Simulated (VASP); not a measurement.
# PbS (Cmcm) in VASP: a series of runs

The runs below take PbS through single point, relaxation of cell and atoms, with PBE, r2SCAN, TPSS, r2SCAN+rVV10.

Program: VASP 6.6.1. These are calculated values, not measurements. Logs are shortened: lines on timing, memory, paths and dates and some standing lists are left out, and cuts for length are marked.

### Step 1. The crystal as given

It takes space group Cmcm (No. 63, orthorhombic). The conventional cell has a = 4.160 Å, b = 11.983 Å, c = 4.279 Å, α = 90.00°, β = 90.00°, γ = 90.00°. Pb (site symmetry m2m) is surrounded by 5 S at 2.69 to 2.99 Å. S (site symmetry m2m) has 5 Pb at 2.69 to 2.99 Å as nearest neighbours.

Measurements of this composition are mostly on another form, of space group No. 225.

### Step 2. Single point, PBE

Contents of INCAR:

```
  PREC = Accurate
  ENCUT = 520
  EDIFF = 1E-6
  ISMEAR = 0
  SIGMA = 0.019000000000000003
  LREAL = False
  LASPH = True
  NELM = 80
  ALGO = Normal
  ISIF = 2
  LWAVE = False
  LCHARG = False
  GGA = PE
```

Contents of KPOINTS:

```
regular mesh
0
Gamma
  7 7 6
```

Contents of POSCAR:

```
PbS
1.0
    2.0799526950     -5.9912968650      0.0000000000
    2.0799526950      5.9912968650      0.0000000000
    0.0000000000      0.0000000000      4.2793209400
Pb S
2 2
Direct
    0.1305633500      0.8694366500      0.2500000000
    0.8694366500      0.1305633500      0.7500000000
    0.3547970900      0.6452029100      0.2500000000
    0.6452029100      0.3547970900      0.7500000000
```

Potentials or basis: VASP PAW PBE potentials, release 64 (Pb_d, S).

Command:

```bash
$ cat potpaw_PBE.64/Pb_d/POTCAR potpaw_PBE.64/S/POTCAR > POTCAR
$ mpirun -np 1 vasp_std > vasp.out
```

OUTCAR:

```text
PREC = Accurate
   ENCUT = 520
   EDIFF = 1E-6
   ISMEAR = 0
   LREAL = False
   LASPH = True
   NELM = 80
   ISIF = 2
   GGA = PE

 ion  position               nearest neighbor table
   1  0.131  0.869  0.250-   3 2.69   4 2.99   4 2.99   4 2.99   4 2.99   2 3.79   2 3.79   2 4.13
                             2 4.13   2 4.13   2 4.13
   2  0.869  0.131  0.750-   4 2.69   3 2.99   3 2.99   3 2.99   3 2.99   1 3.79   1 3.79   1 4.13
                             1 4.13   1 4.13   1 4.13
   3  0.355  0.645  0.250-   1 2.69   2 2.99   2 2.99   2 2.99   2 2.99
   4  0.645  0.355  0.750-   2 2.69   1 2.99   1 2.99   1 2.99   1 2.99

  LATTYP: Found a base centered orthorhombic cell.
 ALAT       =     4.1599053900
 B/A-ratio  =     2.8804966956
 C/A-ratio  =     1.0287063139

  Lattice vectors:

 A1 = (   2.0799526950,  -5.9912968650,   0.0000000000)
 A2 = (   2.0799526950,   5.9912968650,   0.0000000000)
 A3 = (   0.0000000000,   0.0000000000,   4.2793209400)

Analysis of symmetry for initial positions (statically):
=====================================================================
 Subroutine PRICEL returns:
 Original cell was already a primitive cell.

 Routine SETGRP: Setting up the symmetry group for a
 base centered orthorhombic supercell.

 Subroutine GETGRP returns: Found  8 space group operations
 (whereof  4 operations were pure point group operations)
 out of a pool of  8 trial point group operations.

The static configuration has the point symmetry C_2h.
 The point group associated with its full space group is D_2h.

Analysis of symmetry for dynamics (positions and initial velocities):
=====================================================================
 Subroutine PRICEL returns:
 Original cell was already a primitive cell.

 Routine SETGRP: Setting up the symmetry group for a
 base centered orthorhombic supercell.

 Subroutine GETGRP returns: Found  8 space group operations
 (whereof  4 operations were pure point group operations)
 out of a pool of  8 trial point group operations.

The dynamic configuration has the point symmetry C_2h.
 The point group associated with its full space group is D_2h.

 Subroutine INISYM returns: Found  8 space group operations
 (whereof  4 operations are pure point group operations),
 and found     1 'primitive' translations

----------------------------------------------------------------------------------------

                                     Primitive cell

  volume of cell :     106.6545

  direct lattice vectors                    reciprocal lattice vectors
     2.079952695 -5.991296865  0.000000000     0.240390083 -0.083454386  0.000000000
     2.079952695  5.991296865  0.000000000     0.240390083  0.083454386  0.000000000
     0.000000000  0.000000000  4.279320940     0.000000000  0.000000000  0.233681936

  length of vectors
     6.342069168  6.342069168  4.279320940     0.254464195  0.254464195  0.233681936

  position of ions in fractional coordinates (direct lattice)
     0.130563350  0.869436650  0.250000000
     0.869436650  0.130563350  0.750000000
     0.354797090  0.645202910  0.250000000
     0.645202910  0.354797090  0.750000000

  ion indices of the primitive-cell ions
   primitive index   ion index
                 1           1
                 2           2
                 3           3
                 4           4

----------------------------------------------------------------------------------------

 KPOINTS: regular mesh

Automatic generation of k-mesh.
 Grid dimensions read from file:
 generate k-points for:    7    7    6

 Generating k-lattice:

  Cartesian coordinates                     Fractional coordinates (reciprocal lattice)
     0.034341440 -0.011922055  0.000000000     0.142857143  0.000000000  0.000000000
     0.034341440  0.011922055  0.000000000     0.000000000  0.142857143  0.000000000
     0.000000000  0.000000000  0.038946989     0.000000000  0.000000000  0.166666667

  Length of vectors
     0.036352028  0.036352028  0.038946989

  Shift w.r.t. Gamma in fractional coordinates (k-lattice)
     0.000000000  0.000000000  0.000000000

 Subroutine IBZKPT returns following result:
 ===========================================

 Found     64 irreducible k-points:

 Following reciprocal coordinates:
            Coordinates               Weight
  0.000000  0.000000  0.000000      1.000000
  0.142857 -0.000000  0.000000      4.000000
  0.285714 -0.000000  0.000000      4.000000
  0.428571 -0.000000  0.000000      4.000000
  0.142857  0.142857  0.000000      2.000000
  0.285714  0.142857  0.000000      4.000000
[... 16 lines left out ...]
  0.428571  0.142857  0.166667      8.000000
 -0.428571  0.142857  0.166667      8.000000
 [... further k-points ...]
   k-points           NKPTS =     64   k-points in BZ     NKDIM =     64   number of bands    NBANDS=     24
   number of dos      NEDOS =    301   number of ions     NIONS =      4
   total plane-waves  NPLWV =  73728
   dimension x,y,z NGX =    48 NGY =   48 NGZ =   32
   dimension x,y,z NGXF=    96 NGYF=   96 NGZF=   64
   ions per type =               2   2
   NGX,Y,Z   is equivalent  to a cutoff of  12.58, 12.58, 12.43 a.u.
   NGXF,Y,Z  is equivalent  to a cutoff of  25.16, 25.16, 24.86 a.u.
 SYSTEM =  unknown system
   PREC   = accura    normal or accurate (medium, high low for compatibility)
   ISTART =      0    job   : 0-new  1-cont  2-samecut
   ICHARG =      2    charge: 1-file 2-atom 10-const
   ISPIN  =      1    spin polarized calculation?
   LNONCOLLINEAR =      F non collinear calculations
   LSORBIT =      F    spin-orbit coupling
   LASPH  =      T    aspherical Exc in radial PAW
   ENCUT  =  520.0 eV  38.22 Ry    6.18 a.u.  11.79 11.79  7.96*2*pi/ulx,y,z
   NELM   =     80;   NELMIN=  2; NELMDL= -5     # of ELM steps
   EDIFF  = 0.1E-05   stopping-criterion for ELM
   LREAL  =      F    real-space projection
   EDIFFG = 0.1E-04   stopping-criterion for IOM
   NSW    =      0    number of steps for IOM
   IBRION =     -1    ionic relax: 0-MD 1-quasi-New 2-CG
   NFREE  =      0    steps in history (QN), initial steepest desc. (CG)
   ISIF   =      2    stress and relaxation
   ISYM   =      2    0-nonsym 1-usesym 2-fastsym
   POTIM  = 0.5000    time-step for ionic-motion
   TEBEG  =    0.0;   TEEND  =   0.0 temperature during run
   PSTRESS=    0.0 pullay stress
   NELECT =      40.0000    total number of electrons
   NUPDOWN=      -1.0000    fix difference up-down
   EMIN   =  10.00;   EMAX   =-10.00  energy-range for DOS
   EFERMI =   0.00;   METHOD = LEGACY
   ISMEAR =     0;   SIGMA  =   0.02  broadening in eV -4-tet -1-fermi 0-gaus
   EFERMI_NEDOS =   21; number of points for ismear=-14 and -15
   IALGO  =     38    algorithm
   IMIX   =      4    mixing-type and parameters
     AMIX     =   0.40;   BMIX     =  1.00
     AMIX_MAG =   1.60;   BMIX_MAG =  1.00
  volume/ion in A,a.u.               =      26.66       179.94
  Fermi-wavevector in a.u.,A,eV,Ry     =   1.180597  2.231005 18.963935  1.393810
  Thomas-Fermi vector in A             =   2.316887
   LORBIT       =      0    0 simple, 1 ext, 2 COOP (PROOUT), +10 PAW based schemes
   GGA     = PE    functional components
   LHFCALC =     F    Hartree Fock is set to
   AEXX    =    0.0000 exact exchange contribution
   IVDW    =     0    specifies the selected vdW correction
   LEPSILON=     F    determine dielectric tensor
   LRPA    =     F    only Hartree local field effects (RPA)
 non-spin polarized calculation
 Gauss-broadening in eV      SIGMA  =   0.02
  energy-cutoff  :      520.00
  volume of cell :      106.65
 maximum number of plane-waves:      2892
   NGX = 23   NGY = 23   NGZ = 15

 number of electron      40.0000007 magnetization

 Free energy of the ion-electron system (eV)
  ---------------------------------------------------
  ext. energy  EPLUGINS =         0.00000000
  ---------------------------------------------------
  free energy    TOTEN  =       -17.37660027 eV

  energy without entropy =      -17.37660027  energy(sigma->0) =      -17.37660027

 E-fermi :   4.9552     XC(G=0):  -9.5797

 val. band max:        4.8587929127   @ k =  -0.4286   0.4286   0.3333
 cond. band min:       6.1137237431   @ k =   0.4286   0.4286   0.0000
 fundamental gap:      1.2549308304
 Fermi energy:         4.9551904173

 k-point     1 :       0.0000    0.0000    0.0000
  band No.  band energies     occupation
      1     -11.4647      2.00000
      2     -11.3695      2.00000
      3     -11.3619      2.00000
      4     -11.3575      2.00000
      5     -11.3225      2.00000
      6     -11.3192      2.00000
[... 16 lines left out ...]
     23       9.8124      0.00000
     24      10.5090      0.00000

 k-point     2 :       0.1429   -0.0000    0.0000
  band No.  band energies     occupation
      1     -11.4528      2.00000
      2     -11.3641      2.00000
      3     -11.3560      2.00000
      4     -11.3509      2.00000
      5     -11.3255      2.00000
      6     -11.3248      2.00000
[... 16 lines left out ...]
     23       9.6654      0.00000
     24       9.9374      0.00000

 k-point     3 :       0.2857   -0.0000    0.0000
  band No.  band energies     occupation
      1     -11.4238      2.00000
      2     -11.3552      2.00000
      3     -11.3551      2.00000
      4     -11.3400      2.00000
      5     -11.3315      2.00000
      6     -11.3293      2.00000
[... 16 lines left out ...]
     23       8.3371      0.00000
     24       8.9750      0.00000
[... 514 lines left out ...]
 k-point    23 :       0.4286    0.1429    0.1667
  band No.  band energies     occupation
      1     -11.4066      2.00000
      2     -11.3904      2.00000
      3     -11.3598      2.00000
      4     -11.3381      2.00000
      5     -11.3285      2.00000
      6     -11.3212      2.00000
[... 16 lines left out ...]
     23       7.9412      0.00000
     24       8.5997      0.00000

 k-point    24 :      -0.4286    0.1429    0.1667
  band No.  band energies     occupation
      1     -11.4228      2.00000
      2     -11.3696      2.00000
      3     -11.3555      2.00000
      4     -11.3396      2.00000
      5     -11.3308      2.00000
      6     -11.3233      2.00000
[... 16 lines left out ...]
     23       7.8374      0.00000
     24       9.2521      0.00000

 [... further k-points ...]

------------------------ aborting loop because EDIFF is reached ----------------------------------------

  FORCE on cell =-STRESS in cart. coord.  units (eV):
  Direction    XX          YY          ZZ          XY          YZ          ZX
  --------------------------------------------------------------------------------------
  -------------------------------------------------------------------------------------
  Total        0.5945233      0.8457832      0.5466131      0.0000000      0.0000000      0.0000000
  in kB        8.9310049     12.7054625      8.2112913      0.0000000      0.0000000      0.0000000
  external PRESSURE =       9.9492529 kB  Pullay stress =       0.0000000 kB

 VOLUME and BASIS-vectors are now :
 -----------------------------------------------------------------------------
  energy-cutoff  :      520.00
  volume of cell :      106.65
      direct lattice vectors                 reciprocal lattice vectors
     2.079952695 -5.991296865  0.000000000     0.240390083 -0.083454386  0.000000000
     2.079952695  5.991296865  0.000000000     0.240390083  0.083454386  0.000000000
     0.000000000  0.000000000  4.279320940     0.000000000  0.000000000  0.233681936

 POSITION                                       TOTAL-FORCE (eV/Angst)
 -----------------------------------------------------------------------------------
      2.07995      4.42681      1.06983         0.000000      0.070551     -0.000000
      2.07995     -4.42681      3.20949         0.000000     -0.070551      0.000000
      2.07995      1.73991      1.06983         0.000000     -0.102694     -0.000000
      2.07995     -1.73991      3.20949         0.000000      0.102694     -0.000000
 -----------------------------------------------------------------------------------
    total drift:                               -0.000000     -0.000000      0.000000

  FREE ENERGIE OF THE ION-ELECTRON SYSTEM (eV)
  ---------------------------------------------------
  free  energy   TOTEN  =       -17.3766002661 eV

  energy  without entropy=      -17.3766002661  energy(sigma->0) =      -17.37660027
```

Wall time 82 s (1 thread of Intel Xeon Platinum 8488C (Sapphire Rapids), shared host); peak memory 0.34 GiB.

Results:

```yaml
Free_energy: -17.3766 eV
Pressure: 1.0 GPa
Largest_force: 0.103 eV/Å
Band_gap_on_the_k_mesh: 1.25 eV, indirect (least direct gap 1.43 eV)
```

Forces in eV/Å, atoms in the order of the input:
```
Pb   0.000  0.071  0.000
Pb   0.000 -0.071  0.000
S    0.000 -0.103  0.000
S    0.000  0.103  0.000
```

Stress tensor (GPa, compression positive):
```
0.89 0.00 0.00
0.00 1.27 0.00
0.00 0.00 0.82
```

Levels at points of the mesh, in eV from the valence-band top:
```
           k point  band 16  band 17  band 18  band 19  band 20  band 21  band 22  band 23  band 24
(0.00, 0.00, 0.00)    -2.86    -2.30    -1.58    -1.40    -0.42     4.73     4.80     4.95     5.65
(0.00, 0.00, 0.50)    -2.65    -1.04    -1.04    -0.04    -0.04     1.89     1.89     2.87     2.87
```

Caveat: spin-orbit coupling is left out, which as a rule narrows the gap of such compounds by several tenths of an eV; an odd mesh through Γ misses points on the zone boundary, where band edges often lie.

### Step 3. Relaxation of cell and atoms, r2SCAN

Contents of INCAR:

```
  PREC = Accurate
  ENCUT = 600
  EDIFF = 1E-7
  ISMEAR = 0
  SIGMA = 0.05
  LREAL = F
  LASPH = T
  NELM = 100
  ALGO = Normal
  ISIF = 3
  LWAVE = F
  LCHARG = F
  METAGGA = R2SCAN
  LMIXTAU = T
  IBRION = 2
  NSW = 40
  EDIFFG = -0.02
```

Contents of KPOINTS:

```
Automatic mesh
0
Gamma
  5 5 5
```

POSCAR is that of step 2.

Potentials or basis: VASP PAW PBE potentials, release 64 (Pb_d, S).

Command:

```bash
$ cat potpaw_PBE.64/Pb_d/POTCAR potpaw_PBE.64/S/POTCAR > POTCAR
$ mpirun -np 1 vasp_std > vasp.out
```

Wall time 9.4 min (1 thread of Intel Xeon 6975P-C (Granite Rapids), shared host); peak memory 0.38 GiB.

Results (log left out):

- Free energy: -131.1317 eV
- Relaxed volume: 26.67 Å³/atom
- Relaxed cell: a = 6.339 Å, b = 6.339 Å, c = 4.280 Å, α = 90.00°, β = 90.00°, γ = 141.66°
- Space group after relaxing (to 0.05 Å): Cmcm (No. 63)
- Energy gained by relaxing: 0.0 meV/atom
- Ionic steps: 2
- Pressure after relaxing: 0.0 GPa
- Largest force after relaxing: 0.013 eV/Å
- Band gap on the k mesh: 1.52 eV, indirect (least direct gap 1.67 eV)

Forces on the atoms (eV/Å):
```
Pb   0.000  0.004  0.000
Pb   0.000 -0.004  0.000
S    0.000  0.013  0.000
S    0.000 -0.013  0.000
```

Final structure:
```xyz
4
Lattice="2.0815 -5.9879 0.0000 2.0815 5.9879 0.0000 0.0000 0.0000 4.2799" Properties=species:S:1:pos:R:3 pbc="T T T"
Pb    2.0815    4.4241    1.0700
Pb    2.0815   -4.4241    3.2099
S     2.0815    1.7401    1.0700
S     2.0815   -1.7401    3.2099
```

Levels at points of the mesh, in eV from the valence-band top:
```csv
k point,band 16,band 17,band 18,band 19,band 20,band 21,band 22,band 23,band 24
"(0.00, 0.00, 0.00)",-3.05,-2.50,-1.74,-1.57,-0.55,5.06,5.10,5.23,5.99
```

Caveat: the PAW data sets were made with another functional, which shifts forces and pressure a little; spin-orbit coupling is left out, which as a rule narrows the gap of such compounds by several tenths of an eV; an odd mesh through Γ misses points on the zone boundary, where band edges often lie.

[end of part 1 of 2]
